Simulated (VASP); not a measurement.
# GaN (P6_3mc) in VASP: a series of runs

Runs on GaN. Level: LDA. Tasks: relaxation of cell and atoms, relaxation of shape and atoms at fixed volume.

Program: VASP 6.6.1. These are calculated values, not measurements. Logs are shortened: lines on timing, memory, paths and dates and some standing lists are left out, and cuts for length are marked.

**Measured values to compare with.**

“Studying electronic properties in GaN without electrical contacts using γ-γ vs e−-γ Perturbed Angular Correlations”, 2019, pmc:6823545 quotes, for a bulk crystal of GaN: band gap 3.503 ± 0.005 eV (direct).

The results are compared with them further down.

### Step 1. Starting point

The structure is hexagonal, space group P6_3mc (No. 186). The conventional cell has a = 3.157 Å, b = 3.157 Å, c = 5.147 Å, α = 90.00°, β = 90.00°, γ = 120.00°. Ga (site symmetry 3m) has 4 N at 1.93 to 1.94 Å as nearest neighbours. N (site symmetry 3m) has 4 Ga at 1.93 to 1.94 Å as nearest neighbours.

### Step 2. Relaxation of cell and atoms, LDA

The input, INCAR:

```
SYSTEM = GaN
PREC = Accurate
ENCUT = 600
EDIFF = 1E-7
ISMEAR = 0
SIGMA = 0.03
LREAL = .FALSE.
LASPH = .TRUE.
NELM = 80
ALGO = Normal
ISIF = 3
LWAVE = .FALSE.
LCHARG = .FALSE.
IBRION = 2
NSW = 90
EDIFFG = -0.005
```

The input, KPOINTS:

```
Automatic mesh
0
G
  12 12 5
  0 0 0
```

The input, POSCAR:

```
GaN                                     
1.0
    3.1565805935      0.0000000000     -0.0000000000
   -1.5782902967      2.7336789830      0.0000000000
   -0.0000000000      0.0000000000      5.1474125457
  Ga              N             
     2     2
Direct
     0.3333333332999970    0.6666666667000030    0.9993961474012717
     0.6666666667000030    0.3333333332999970    0.4993961474012717
     0.3333333332999970    0.6666666667000030    0.3756038525987283
     0.6666666667000030    0.3333333332999970    0.8756038525987283
```

Potentials or basis: VASP PAW LDA potentials, release 64 (Ga_d, N).

Launch:

```
> cat potpaw_LDA.64/Ga_d/POTCAR potpaw_LDA.64/N/POTCAR > POTCAR
> mpirun -np 1 vasp_std > vasp.out
```

OUTCAR:

```text
SYSTEM = GaN
   PREC = Accurate
   ENCUT = 600
   EDIFF = 1E-7
   ISMEAR = 0
   LREAL = .FALSE.
   LASPH = .TRUE.
   NELM = 80
   ISIF = 3
   IBRION = 2
   NSW = 90
   EDIFFG = -0.005

 ion  position               nearest neighbor table
   1  0.333  0.667  0.999-   4 1.93   4 1.93   4 1.93   3 1.94
   2  0.667  0.333  0.499-   3 1.93   3 1.93   3 1.93   4 1.94
   3  0.333  0.667  0.376-   2 1.93   2 1.93   2 1.93   1 1.94
   4  0.667  0.333  0.876-   1 1.93   1 1.93   1 1.93   2 1.94

  LATTYP: Found a hexagonal cell.
 ALAT       =     3.1565805935
 C/A-ratio  =     1.6306925780

  Lattice vectors:

 A1 = (   3.1565805935,   0.0000000000,   0.0000000000)
 A2 = (  -1.5782902967,   2.7336789830,   0.0000000000)
 A3 = (   0.0000000000,   0.0000000000,   5.1474125457)

Analysis of symmetry for initial positions (statically):
=====================================================================
 Subroutine PRICEL returns:
 Original cell was already a primitive cell.

 Routine SETGRP: Setting up the symmetry group for a
 hexagonal supercell.

 Subroutine GETGRP returns: Found 12 space group operations
 (whereof  6 operations were pure point group operations)
 out of a pool of 24 trial point group operations.

The static configuration has the point symmetry C_3v.
 The point group associated with its full space group is C_6v.

Analysis of symmetry for dynamics (positions and initial velocities):
=====================================================================
 Subroutine PRICEL returns:
 Original cell was already a primitive cell.

 Routine SETGRP: Setting up the symmetry group for a
 hexagonal supercell.

 Subroutine GETGRP returns: Found 12 space group operations
 (whereof  6 operations were pure point group operations)
 out of a pool of 24 trial point group operations.

The dynamic configuration has the point symmetry C_3v.
 The point group associated with its full space group is C_6v.

 Subroutine INISYM returns: Found 12 space group operations
 (whereof  6 operations are pure point group operations),
 and found     1 'primitive' translations

----------------------------------------------------------------------------------------

                                     Primitive cell

  volume of cell :      44.4174

  direct lattice vectors                    reciprocal lattice vectors
     3.156580594  0.000000000  0.000000000     0.316798501  0.182903700  0.000000000
    -1.578290297  2.733678983  0.000000000     0.000000000  0.365807400  0.000000000
     0.000000000  0.000000000  5.147412546     0.000000000  0.000000000  0.194272363

  length of vectors
     3.156580594  3.156580593  5.147412546     0.365807400  0.365807400  0.194272363

  position of ions in fractional coordinates (direct lattice)
     0.333333333  0.666666667  0.999396147
     0.666666667  0.333333333  0.499396147
     0.333333333  0.666666667  0.375603853
     0.666666667  0.333333333  0.875603853

  ion indices of the primitive-cell ions
   primitive index   ion index
                 1           1
                 2           2
                 3           3
                 4           4

----------------------------------------------------------------------------------------

 KPOINTS: Automatic mesh

Automatic generation of k-mesh.
 Grid dimensions read from file:
 generate k-points for:   12   12    5

 Generating k-lattice:

  Cartesian coordinates                     Fractional coordinates (reciprocal lattice)
     0.026399875  0.015241975  0.000000000     0.083333333  0.000000000  0.000000000
     0.000000000  0.030483950  0.000000000     0.000000000  0.083333333  0.000000000
     0.000000000  0.000000000  0.038854473     0.000000000  0.000000000  0.200000000

  Length of vectors
     0.030483950  0.030483950  0.038854473

  Shift w.r.t. Gamma in fractional coordinates (k-lattice)
     0.000000000  0.000000000  0.000000000

 Subroutine IBZKPT returns following result:
 ===========================================

 Found     57 irreducible k-points:

 Following reciprocal coordinates:
[... 40 lines left out ...]
 -----------------------------------------------------------------------------
  energy-cutoff  :      600.00
  volume of cell :       44.42
      direct lattice vectors                 reciprocal lattice vectors
     3.156580594  0.000000000  0.000000000     0.316798501  0.182903700  0.000000000
    -1.578290297  2.733678983  0.000000000     0.000000000  0.365807400  0.000000000
     0.000000000  0.000000000  5.147412546     0.000000000  0.000000000  0.194272363
[... 39 lines left out ...]
 POSITION                                       TOTAL-FORCE (eV/Angst)
 -----------------------------------------------------------------------------------
     -0.00000      1.82261      5.14454         0.000000      0.000000      0.002501
      1.57843      0.91131      2.57048        -0.000000     -0.000000      0.002501
     -0.00000      1.82261      1.93413         0.000000     -0.000000     -0.002501
      1.57843      0.91131      4.50819         0.000000      0.000000     -0.002501
 -----------------------------------------------------------------------------------
    total drift:                               -0.000000     -0.000000     -0.000306

  FREE ENERGIE OF THE ION-ELECTRON SYSTEM (eV)
  ---------------------------------------------------
  free  energy   TOTEN  =       -27.9114003163 eV

  energy  without entropy=      -27.9114003163  energy(sigma->0) =      -27.91140032

--------------------------------------- Ionic step        3  -------------------------------------------

 number of electron      35.9999987 magnetization

 Free energy of the ion-electron system (eV)
  ---------------------------------------------------
  ext. energy  EPLUGINS =         0.00000000
  ---------------------------------------------------
  free energy    TOTEN  =       -27.91140141 eV

  energy without entropy =      -27.91140141  energy(sigma->0) =      -27.91140141

 E-fermi :   5.5223     XC(G=0): -12.2716

 val. band max:        5.3841673614   @ k =   0.0000   0.0000   0.0000
 cond. band min:       7.4944217241   @ k =   0.0000   0.0000   0.0000
 fundamental gap:      2.1102543627
 Fermi energy:         5.5223359179

 k-point     1 :       0.0000    0.0000    0.0000
  band No.  band energies     occupation
      1     -10.7145      2.00000
      2      -9.7510      2.00000
      3      -8.1987      2.00000
      4      -8.1814      2.00000
      5      -8.1814      2.00000
      6      -8.1154      2.00000
[... 14 lines left out ...]
     21      14.5691      0.00000
     22      15.2592      0.00000
[... 552 lines left out ...]
  band No.  band energies     occupation
      1      -9.8844      2.00000
      2      -9.6103      2.00000
      3      -8.1333      2.00000
      4      -8.0888      2.00000
      5      -8.0438      2.00000
      6      -7.9634      2.00000
[... 14 lines left out ...]
     21      12.4871      0.00000
     22      13.6294      0.00000

 [... further k-points ...]
[... 5 lines left out ...]
  --------------------------------------------------------------------------------------
  -------------------------------------------------------------------------------------
  Total        0.0105012      0.0105012     -0.0124039      0.0000000     -0.0000000      0.0000000
  in kB        0.3787019      0.3787019     -0.4473182      0.0000000     -0.0000000      0.0000000
  external PRESSURE =       0.1033619 kB  Pullay stress =       0.0000000 kB

 VOLUME and BASIS-vectors are now :
 -----------------------------------------------------------------------------
  energy-cutoff  :      600.00
  volume of cell :       44.43
      direct lattice vectors                 reciprocal lattice vectors
     3.156781833  0.000000000  0.000000000     0.316778306  0.182892040  0.000000000
    -1.578390916  2.733853261  0.000000000    -0.000000000  0.365784080  0.000000000
     0.000000000  0.000000000  5.147924630     0.000000000 -0.000000000  0.194253038

 POSITION                                       TOTAL-FORCE (eV/Angst)
 -----------------------------------------------------------------------------------
     -0.00000      1.82257      5.14447         0.000000     -0.000000     -0.000931
      1.57839      0.91128      2.57051        -0.000000      0.000000     -0.000931
     -0.00000      1.82257      1.93392         0.000000      0.000000      0.000931
      1.57839      0.91128      4.50789        -0.000000      0.000000      0.000931
 -----------------------------------------------------------------------------------
    total drift:                               -0.000000     -0.000000     -0.000086

  FREE ENERGIE OF THE ION-ELECTRON SYSTEM (eV)
  ---------------------------------------------------
  free  energy   TOTEN  =       -27.9114014092 eV

  energy  without entropy=      -27.9114014092  energy(sigma->0) =      -27.91140141

 reached required accuracy - stopping structural energy minimisation
```

Run time: 53 s. Hardware: 1 thread of Intel Xeon 6975P-C (Granite Rapids), shared host; peak memory 0.19 GiB.

What came out:

```
Free energy                            : -27.9114 eV
Relaxed volume                         : 11.11 Å³/atom
Relaxed cell                           : a = 3.157 Å, b = 3.157 Å, c = 5.148 Å, α = 90.00°, β = 90.00°, γ = 120.00°
Space group after relaxing (to 0.05 Å) : P6_3mc (No. 186)
Energy gained by relaxing              : 0.0 meV/atom
Ionic steps                            : 3
Pressure after relaxing                : 0.0 GPa
Band gap on the k mesh                 : 2.11 eV, direct
```

Stress tensor (GPa, compression positive):
```
 0.04  0.00  0.00
 0.00  0.04  0.00
 0.00  0.00 -0.04
```

Final structure:
```xyz
4
Lattice="3.1568 0.0000 0.0000 -1.5784 2.7339 0.0000 0.0000 0.0000 5.1479" Properties=species:S:1:pos:R:3 pbc="T T T"
Ga    0.0000    1.8226    5.1445
Ga    1.5784    0.9113    2.5705
N     0.0000    1.8226    1.9339
N     1.5784    0.9113    4.5079
```

### Step 3. Relaxation of shape and atoms at fixed volume, LDA (a relaxed cell with its volume scaled by 0.94)

INCAR, as its differences from that of step 2:

```diff
@@ -10,3 +10,3 @@
 ALGO = Normal
-ISIF = 3
+ISIF = 4
 LWAVE = .FALSE.
@@ -14,3 +14,3 @@
 IBRION = 2
-NSW = 90
-EDIFFG = -0.005
+NSW = 40
+EDIFFG = -0.01
```

KPOINTS is that of step 2.

The input, POSCAR:

```
GaN                                     
1.0
    3.0923396314      0.0000000000      0.0000000000
   -1.5461698156      2.6780446778      0.0000000000
    0.0000000000      0.0000000000      5.0428354560
  Ga              N             
     2     2
Direct
     0.3333333332999970    0.6666666667000030    0.9993293524732441
     0.6666666667000030    0.3333333332999970    0.4993293524732440
     0.3333333332999970    0.6666666667000030    0.3756706475267560
     0.6666666667000030    0.3333333332999970    0.8756706475267559
```

Potentials or basis: VASP PAW LDA potentials, release 64 (Ga_d, N).

Launch:

```
> cat potpaw_LDA.64/Ga_d/POTCAR potpaw_LDA.64/N/POTCAR > POTCAR
> mpirun -np 1 vasp_std > vasp.out
```

Run time: 48 s. Hardware: 1 thread of Intel Xeon 6975P-C (Granite Rapids), shared host; peak memory 0.19 GiB.

It converged, with:

```
Free energy               : -27.7957 eV
Energy gained by relaxing : 0.0 meV/atom
Ionic steps               : 3
Pressure after relaxing   : 14.3 GPa
Band gap on the k mesh    : 2.53 eV, direct
```

Forces on the atoms (eV/Å):
```
Ga   0.000  0.000  0.002
Ga   0.000  0.000  0.002
N    0.000  0.000 -0.002
N    0.000  0.000 -0.002
```

Stress tensor (GPa, compression positive):
```
14.27  0.00  0.00
 0.00 14.27  0.00
 0.00  0.00 14.36
```

Final structure:
```cif
data_structure
_symmetry_space_group_name_H-M 'P 1'
_symmetry_Int_Tables_number 1
_cell_length_a 3.0925
_cell_length_b 3.0925
_cell_length_c 5.0423
_cell_angle_alpha 90.000
_cell_angle_beta 90.000
_cell_angle_gamma 120.000
_cell_volume 41.76
loop_
_atom_site_label
_atom_site_type_symbol
_atom_site_fract_x
_atom_site_fract_y
_atom_site_fract_z
_atom_site_occupancy
Ga1 Ga 0.33333 0.66667 0.99940 1
Ga2 Ga 0.66667 0.33333 0.49940 1
N1 N 0.33333 0.66667 0.37560 1
N2 N 0.66667 0.33333 0.87560 1
```

Levels at points of the mesh, in eV from the valence-band top:
```tsv
k point	band 16	band 17	band 18	band 19	band 20	band 21
(0.00, 0.00, 0.00)	-0.06	0.00	0.00	2.53	4.77	9.54
(0.50, 0.00, 0.00)	-3.10	-2.53	-1.13	5.16	5.89	6.25
```

### Step 4. Relaxation of shape and atoms at fixed volume, LDA (a relaxed cell with its volume scaled by 0.96)

INCAR is that of step 3.

KPOINTS is that of step 3.

POSCAR, as its differences from that of step 3:

```diff
@@ -2,5 +2,5 @@
 1.0
-    3.0923396314      0.0000000000      0.0000000000
-   -1.5461698156      2.6780446778      0.0000000000
-    0.0000000000      0.0000000000      5.0428354560
+    3.1141173886      0.0000000000      0.0000000000
+   -1.5570586942      2.6969047688      0.0000000000
+    0.0000000000      0.0000000000      5.0783495519
   Ga              N
```

Launch:

```
> cat potpaw_LDA.64/Ga_d/POTCAR potpaw_LDA.64/N/POTCAR > POTCAR
> mpirun -np 1 vasp_std > vasp.out
```

Run time: 31 s. Hardware: 1 thread of Intel Xeon 6975P-C (Granite Rapids), shared host; peak memory 0.19 GiB.

Results (log left out):

| Property | Result |
| --- | --- |
| Free energy | -27.8612 eV |
| Pressure after relaxing | 9.0 GPa |
| Largest force after relaxing | 0.009 eV/Å |
| Band gap on the k mesh | 2.39 eV, direct |

Forces in eV/Å, atoms in the order of the input:
```
Ga   0.000  0.000  0.009
Ga   0.000  0.000  0.009
N    0.000  0.000 -0.009
N    0.000  0.000 -0.009
```

Stress tensor (GPa, compression positive):
```
9.04 0.00 0.00
0.00 9.04 0.00
0.00 0.00 8.93
```

Final structure:
```
CELL_PARAMETERS angstrom
3.11412 0.00000 0.00000
-1.55706 2.69690 0.00000
0.00000 0.00000 5.07835
ATOMIC_POSITIONS crystal
Ga 0.33333 0.66667 0.99933
Ga 0.66667 0.33333 0.49933
N 0.33333 0.66667 0.37567
N 0.66667 0.33333 0.87567
```

Levels at points of the mesh, in eV from the valence-band top:
```csv
k point,band 16,band 17,band 18,band 19,band 20,band 21
"(0.00, 0.00, 0.00)",-0.06,0.00,0.00,2.39,4.63,9.42
"(0.50, 0.00, 0.00)",-3.02,-2.46,-1.10,5.10,5.82,6.14
```

Caveat: the relaxation stopped at its first step, so nothing moved.

### Step 5. Relaxation of shape and atoms at fixed volume, LDA (a relaxed cell with its volume scaled by 0.98)

INCAR is that of step 4.

KPOINTS is that of step 4.

POSCAR, as its differences from that of step 4:

```diff
@@ -2,5 +2,5 @@
 1.0
-    3.1141173886      0.0000000000      0.0000000000
-   -1.5570586942      2.6969047688      0.0000000000
-    0.0000000000      0.0000000000      5.0783495519
+    3.1355947389      0.0000000000      0.0000000000
+   -1.5677973694      2.7155046998      0.0000000000
+    0.0000000000      0.0000000000      5.1133737590
   Ga              N
```

Launch:

```
> cat potpaw_LDA.64/Ga_d/POTCAR potpaw_LDA.64/N/POTCAR > POTCAR
> mpirun -np 1 vasp_std > vasp.out
```

Wall time 31 s (1 thread of Intel Xeon 6975P-C (Granite Rapids), shared host); peak memory 0.19 GiB.

The run converged. Its results:

```yaml
Free_energy: -27.8988 eV
Pressure_after_relaxing: 4.2 GPa
Largest_force_after_relaxing: 0.004 eV/Å
Band_gap_on_the_k_mesh: 2.25 eV, direct
```

Forces on the atoms (eV/Å):
```
Ga   0.000  0.000  0.004
Ga   0.000  0.000  0.004
N    0.000  0.000 -0.004
N    0.000  0.000 -0.004
```

Stress tensor (GPa, compression positive):
```
4.28 0.00 0.00
0.00 4.28 0.00
0.00 0.00 4.18
```

Final structure:
```cif
data_structure
_symmetry_space_group_name_H-M 'P 1'
_symmetry_Int_Tables_number 1
_cell_length_a 3.1356
_cell_length_b 3.1356
_cell_length_c 5.1134
_cell_angle_alpha 90.000
_cell_angle_beta 90.000
_cell_angle_gamma 120.000
_cell_volume 43.54
loop_
_atom_site_label
_atom_site_type_symbol
_atom_site_fract_x
_atom_site_fract_y
_atom_site_fract_z
_atom_site_occupancy
Ga1 Ga 0.33333 0.66667 0.99933 1
Ga2 Ga 0.66667 0.33333 0.49933 1
N1 N 0.33333 0.66667 0.37567 1
N2 N 0.66667 0.33333 0.87567 1
```

Levels at points of the mesh, in eV from the valence-band top:
| k point | band 14 | band 15 | band 16 | band 17 | band 18 | band 19 | band 20 | band 21 | band 22 |
| --- | --- | --- | --- | --- | --- | --- | --- | --- | --- |
| (0.00, 0.00, 0.00) | -1.10 | -1.10 | -0.06 | 0.00 | 0.00 | 2.25 | 4.49 | 9.30 | 9.99 |
| (0.50, 0.00, 0.00) | -5.52 | -4.48 | -2.94 | -2.39 | -1.07 | 5.05 | 5.74 | 6.05 | 8.85 |

Caveat: the relaxation stopped at its first step, so nothing moved.

### Step 6. Relaxation of shape and atoms at fixed volume, LDA

INCAR is that of step 5.

KPOINTS is that of step 5.

POSCAR, as its differences from that of step 5:

```diff
@@ -2,5 +2,5 @@
 1.0
-    3.1355947389      0.0000000000      0.0000000000
-   -1.5677973694      2.7155046998      0.0000000000
-    0.0000000000      0.0000000000      5.1133737590
+    3.1567818325      0.0000000000      0.0000000000
+   -1.5783909162      2.7338532611      0.0000000000
+    0.0000000000      0.0000000000      5.1479246298
   Ga              N
```

Potentials or basis: VASP PAW LDA potentials, release 64 (Ga_d, N).

Launch:

```
> cat potpaw_LDA.64/Ga_d/POTCAR potpaw_LDA.64/N/POTCAR > POTCAR
> mpirun -np 1 vasp_std > vasp.out
```

Run time: 33 s. Hardware: 1 thread of Intel Xeon 6975P-C (Granite Rapids), shared host; peak memory 0.19 GiB.

It converged, with:

| Quantity | Value |
| --- | --- |
| Free energy | -27.9114 eV |
| Pressure after relaxing | 0.0 GPa |
| Band gap on the k mesh | 2.11 eV, direct |

Stress tensor (GPa, compression positive):
```
 0.01  0.00  0.00
 0.00  0.01  0.00
 0.00  0.00 -0.07
```

Final structure:
```cif
data_structure
_symmetry_space_group_name_H-M 'P 1'
_symmetry_Int_Tables_number 1
_cell_length_a 3.1568
_cell_length_b 3.1568
_cell_length_c 5.1479
_cell_angle_alpha 90.000
_cell_angle_beta 90.000
_cell_angle_gamma 120.000
_cell_volume 44.43
loop_
_atom_site_label
_atom_site_type_symbol
_atom_site_fract_x
_atom_site_fract_y
_atom_site_fract_z
_atom_site_occupancy
Ga1 Ga 0.33333 0.66667 0.99933 1
Ga2 Ga 0.66667 0.33333 0.49933 1
N1 N 0.33333 0.66667 0.37567 1
N2 N 0.66667 0.33333 0.87567 1
```

Levels at points of the mesh, in eV from the valence-band top:
| k point | band 14 | band 15 | band 16 | band 17 | band 18 | band 19 | band 20 | band 21 | band 22 |
| --- | --- | --- | --- | --- | --- | --- | --- | --- | --- |
| (0.00, 0.00, 0.00) | -1.08 | -1.08 | -0.05 | 0.00 | 0.00 | 2.11 | 4.35 | 9.18 | 9.88 |
| (0.50, 0.00, 0.00) | -5.44 | -4.39 | -2.87 | -2.33 | -1.04 | 4.99 | 5.64 | 5.98 | 8.68 |

Caveat: the relaxation stopped at its first step, so nothing moved.

### Step 7. The runs side by side

```tsv
task	cell	gap on the mesh (eV)	pressure (GPa)
relaxation of cell and atoms	relaxed	2.11	0.0
relaxation of shape and atoms at fixed volume	atoms relaxed at fixed volume from: a relaxed cell with its volume scaled by 0.94	2.53	14.3
relaxation of shape and atoms at fixed volume	atoms relaxed at fixed volume from: a relaxed cell with its volume scaled by 0.96	2.39	9.0
relaxation of shape and atoms at fixed volume	atoms relaxed at fixed volume from: a relaxed cell with its volume scaled by 0.98	2.25	4.2
relaxation of shape and atoms at fixed volume	atoms relaxed at fixed volume	2.11	0.0
```

Alike in all rows: level LDA; potentials or basis VASP PAW LDA potentials, release 64 (Ga_d, N); no spin polarisation; k mesh 12 × 12 × 5; cutoff (eV) 600; smearing gaussian 0.03 eV.

Caveats: the relaxation stopped at its first step, so nothing moved (some runs).

Absolute energies hang on the potentials; compare differences alone.

### Step 8. How close it comes

Step 6. Against the measured gap of GaN, 3.503 eV (direct; quoted in “Studying electronic properties in GaN without electrical contacts using γ-γ vs e−-γ Perturbed Angular Correlations”, 2019, pmc:6823545), the calculated 2.11 eV is off by -1.39 eV. Spin-orbit coupling on Ga is left out. The value is that of LDA, without temperature or zero-point motion. Semilocal functionals fall short of measured gaps as a rule.
